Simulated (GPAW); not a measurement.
Here is a GPAW 26.7.0 calculation.

The input run.py:

```python
from ase import Atoms
from ase.dft.bandgap import bandgap
from ase.io import write
from ase.units import GPa
from gpaw import GPAW, PW

atoms = Atoms(['Ba', 'Te'],
              cell=[[4.262466, 0.0, 0.0],
                    [0.0, 4.262466, 0.0],
                    [0.0, 0.0, 4.262466]],
              scaled_positions=[[-0.002579, -0.006402, 0.007773],
                                [0.510725, 0.506963, 0.504083]],
              pbc=True)

calc = GPAW(mode=PW(600),
            xc='PBE',
            kpts={'size': (6, 6, 6), 'gamma': True},
            occupations={'name': 'fermi-dirac', 'width': 0.05},
            nbands=16,
            convergence={'density': 1e-05, 'energy': 1e-05},
            maxiter=150,
            txt='gpaw.txt')
atoms.calc = calc
energy = atoms.get_potential_energy()
forces = atoms.get_forces()
stress = atoms.get_stress()
calc.write('gs.gpw')
write('result.traj', atoms)
print(f'Energy: {energy:.6f} eV')
print('Forces (eV/A):')
print(forces.round(4))
print('Stress (GPa):', (stress / GPa).round(3))
print('Fermi level:', round(calc.get_fermi_level(), 4), 'eV')
print(f'Gap: {bandgap(calc)[0]:.4f} eV, direct: {bandgap(calc, direct=True)[0]:.4f} eV')
```

Potentials or basis: GPAW PAW data sets (gpaw-data 1.2.1), pw.

Launch:

```sh
$ OMP_NUM_THREADS=1 python run.py
```

(1) Estimate the largest force.

(2) Estimate the pressure.

(3) Estimate the band gap on the k mesh.

Answers

(1) 0.073 eV/Å.

(2) -0.1 GPa.

(3) 0.83 eV, indirect (least direct gap 1.02 eV).

Caveat: spin-orbit coupling is left out, which moves the levels of the heavy elements.
